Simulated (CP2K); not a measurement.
**Au in CP2K: the effect of functional**

Crystal: Au.

```
CELL_PARAMETERS angstrom
2.87047 0.00000 0.00000
-0.95682 2.70631 0.00000
-0.95682 -1.35315 2.34373
ATOMIC_POSITIONS crystal
Au 0.00000 0.00000 0.00000
```

This isn't the form of Au at room conditions, which is fcc.

Alike in all runs:

| Property | Result |
| --- | --- |
| Program | CP2K 2026.2 |
| Task | atomic charges |
| Potentials or basis | POTENTIAL_UZH Au GTH-PBE-q11; TZVP-MOLOPT-PBE-GTH basis |
| Density cutoff | 9524 eV |
| k mesh | 11 × 11 × 11 |
| Occupations | fermi-dirac, width 0.05 eV |
| Spin | no spin polarisation |

Problem. One run gave: pressure -6.2 GPa. Which functional did it use?
A. M06-L
B. LDA
C. BLYP
D. WC
E. PBEsol

Solution. B.

```tsv
functional	pressure (GPa)
LDA	-6.2
PBEsol	-3.9
vdW-DF2	21.3
BLYP	14.3
WC	-2.4
M06-L	-4.8
```

Caveats: the potentials were made for another functional, which shifts forces and pressure; the basis of atomic orbitals isn't converged, which shifts pressures, moduli and gaps.

Runs at the PBE level aren't shown here.
